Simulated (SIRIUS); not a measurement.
Wanted: the native input for a SIRIUS 7.12.0 run.

```
Task                                        : single point
Functional                                  : revPBE
Potentials or basis                         : all-electron FP-LAPW
Cutoff                                      : 194 eV
Basis                                       : apw+lo standard
k mesh                                      : 13 × 12 × 13
Occupations                                 : fermi-dirac, width 0.05 eV
Spin                                        : no spin polarisation
Muffin tin radii                            : Cu 2.33 bohr
Basis cutoff (gk_cutoff)                    : 3.78 1/bohr
Cutoff of density and potential (pw_cutoff) : 20 1/bohr
lmax of the basis                           : 10
lmax of density and potential               : 8
Valence relativity                          : iora
Core states                                 : Cu 1s2s2p
Local orbitals (radial functions)           : Cu 13
Reference energy of the basis               : 0.22 Ha
Smallest sphere radius times basis cutoff   : 8.81
Start of the SCF                            : LDA density
```

Crystal: Cu.

```
Cu
1.0
    -0.00443    1.78843    1.83853
     1.82291   -0.01749    1.85160
     1.78282    1.76140    0.02260
Cu
1
Direct
  0.00000 0.00000 0.00000
```

These files were run (other wordings do the same):

sirius.json

```json
{
  "control": {
    "processing_unit": "cpu",
    "std_evp_solver_name": "lapack",
    "gen_evp_solver_name": "lapack",
    "verbosity": 2,
    "print_forces": true,
    "ortho_rf": true,
    "use_second_variation": true,
    "rmt_max": 3.0,
    "num_bands_to_print": 18,
    "save_wf": true
  },
  "parameters": {
    "electronic_structure_method": "full_potential_lapwlo",
    "xc_functionals": ["XC_GGA_X_PBE_R", "XC_GGA_C_PBE"],
    "core_relativity": "dirac",
    "valence_relativity": "iora",
    "num_fv_states": 18,
    "smearing": "fermi_dirac",
    "smearing_width": 0.0018374661,
    "pw_cutoff": 20,
    "gk_cutoff": 3.78,
    "lmax_apw": 10,
    "lmax_rho": 8,
    "lmax_pot": 8,
    "num_mag_dims": 0,
    "auto_rmt": 0,
    "ngridk": [13, 12, 13],
    "shiftk": [0, 0, 0],
    "num_dft_iter": 80,
    "energy_tol": 1e-07,
    "density_tol": 1e-05,
    "use_symmetry": true
  },
  "settings": {"tol_ne": 1e-10},
  "iterative_solver": {"type": "exact"},
  "mixer": {"type": "anderson", "beta": 0.5, "max_history": 8},
  "unit_cell": {
    "lattice_vectors": [
      [-0.0083631341, 3.3796443482, 3.474326978],
      [3.4447948673, -0.0330451872, 3.4990090122],
      [3.3690381469, 3.3285696808, 0.0427115332]
    ],
    "atom_types": ["Cu"],
    "atom_files": {"Cu": "Cu.json"},
    "atoms": {"Cu": [[0.0, 0.0, 0.0]]}
  }
}
```

Cu.json

```json
{
  "name": "copper",
  "symbol": "Cu",
  "number": 29,
  "mass": 63.546,
  "rmin": 1e-06,
  "rmt": 2.33,
  "nrmt": 800,
  "rinf": 15.61,
  "core": "1s2s2p",
  "valence": [
    {"basis": [{"enu": 0.02, "dme": 0, "n": 0, "auto": 0}, {"enu": 0.02, "dme": 1, "n": 0, "auto": 0}]},
    {"l": 0, "n": 1, "basis": [{"enu": 0.12, "dme": 0, "n": 0, "auto": 0}]},
    {"l": 1, "n": 2, "basis": [{"enu": 0.12, "dme": 0, "n": 0, "auto": 0}]},
    {"l": 2, "n": 3, "basis": [{"enu": 0.12, "dme": 0, "n": 0, "auto": 0}]},
    {"l": 3, "n": 4, "basis": [{"enu": 0.12, "dme": 0, "n": 0, "auto": 0}]}
  ],
  "lo": [
    {"l": 0, "basis": [{"enu": 0.12, "dme": 0, "n": 0, "auto": 0}, {"enu": 0.12, "dme": 1, "n": 0, "auto": 0}]},
    {
      "l": 0,
      "basis": [{"enu": -3.8859, "dme": 0, "n": 3, "auto": 1}, {"enu": -3.8859, "dme": 1, "n": 3, "auto": 1}]
    },
    {
      "l": 0,
      "basis": [{"enu": -3.8859, "dme": 1, "n": 3, "auto": 1}, {"enu": 0.12, "dme": 0, "n": 0, "auto": 0}]
    },
    {"l": 0, "basis": [{"enu": 0.12, "dme": 0, "n": 0, "auto": 0}, {"enu": 3.0672, "dme": 0, "n": 0, "auto": 0}]},
    {"l": 1, "basis": [{"enu": 0.12, "dme": 0, "n": 0, "auto": 0}, {"enu": 0.12, "dme": 1, "n": 0, "auto": 0}]},
    {
      "l": 1,
      "basis": [{"enu": -2.3453, "dme": 0, "n": 3, "auto": 1}, {"enu": -2.3453, "dme": 1, "n": 3, "auto": 1}]
    },
    {
      "l": 1,
      "basis": [{"enu": -2.3453, "dme": 1, "n": 3, "auto": 1}, {"enu": 0.12, "dme": 0, "n": 0, "auto": 0}]
    },
    {"l": 1, "basis": [{"enu": 0.12, "dme": 0, "n": 0, "auto": 0}, {"enu": 3.5093, "dme": 0, "n": 0, "auto": 0}]},
    {"l": 2, "basis": [{"enu": 0.12, "dme": 0, "n": 0, "auto": 0}, {"enu": 0.12, "dme": 1, "n": 0, "auto": 0}]},
    {"l": 2, "basis": [{"enu": 0.12, "dme": 1, "n": 0, "auto": 0}, {"enu": 0.12, "dme": 2, "n": 0, "auto": 0}]},
    {"l": 2, "basis": [{"enu": 0.12, "dme": 0, "n": 0, "auto": 0}, {"enu": 2.9935, "dme": 0, "n": 0, "auto": 0}]},
    {"l": 3, "basis": [{"enu": 0.12, "dme": 0, "n": 0, "auto": 0}, {"enu": 0.12, "dme": 1, "n": 0, "auto": 0}]},
    {"l": 3, "basis": [{"enu": 0.12, "dme": 0, "n": 0, "auto": 0}, {"enu": 3.3251, "dme": 0, "n": 0, "auto": 0}]}
  ],
  "free_atom": [... radial grid and density of the free atom, the start of the SCF ...]
}
```

sirius_start.json

```json
{
  "control": {
    "processing_unit": "cpu",
    "std_evp_solver_name": "lapack",
    "gen_evp_solver_name": "lapack",
    "verbosity": 1,
    "print_forces": false,
    "ortho_rf": true,
    "use_second_variation": true,
    "rmt_max": 3.0,
    "num_bands_to_print": 18,
    "save_wf": false
  },
  "parameters": {
    "electronic_structure_method": "full_potential_lapwlo",
    "xc_functionals": ["XC_LDA_X", "XC_LDA_C_PW"],
    "core_relativity": "dirac",
    "valence_relativity": "iora",
    "num_fv_states": 18,
    "smearing": "fermi_dirac",
    "smearing_width": 0.0055123983,
    "pw_cutoff": 20,
    "gk_cutoff": 3.02,
    "lmax_apw": 10,
    "lmax_rho": 8,
    "lmax_pot": 8,
    "num_mag_dims": 0,
    "auto_rmt": 0,
    "ngridk": [5, 5, 5],
    "shiftk": [0, 0, 0],
    "num_dft_iter": 30,
    "energy_tol": 0.01,
    "density_tol": 0.05,
    "use_symmetry": true
  },
  "settings": {"tol_ne": 1e-10},
  "iterative_solver": {"type": "exact"},
  "mixer": {"type": "anderson", "beta": 0.5, "max_history": 8},
  "unit_cell": {
    "lattice_vectors": [
      [-0.0083631341, 3.3796443482, 3.474326978],
      [3.4447948673, -0.0330451872, 3.4990090122],
      [3.3690381469, 3.3285696808, 0.0427115332]
    ],
    "atom_types": ["Cu"],
    "atom_files": {"Cu": "Cu.json"},
    "atoms": {"Cu": [[0.0, 0.0, 0.0]]}
  }
}
```

Potentials or basis: all-electron FP-LAPW, apw+lo standard.

The run is started by

```console
$ OMP_NUM_THREADS=1 sirius.scf --input=sirius_start.json --output=start.json
$ OMP_NUM_THREADS=1 sirius.scf --input=sirius.json --output=output.json --task=1
```

Results of the run:

```
Band gap on the k mesh                            : none (metal or under the smearing width)
All electrons inside the program's atomic spheres : Cu 28.15 (radii Cu 2.33 bohr)
```

Run time: 99 s on 1 thread of Arm Neoverse V1, with other jobs on the host, peak memory 1.1 GiB.
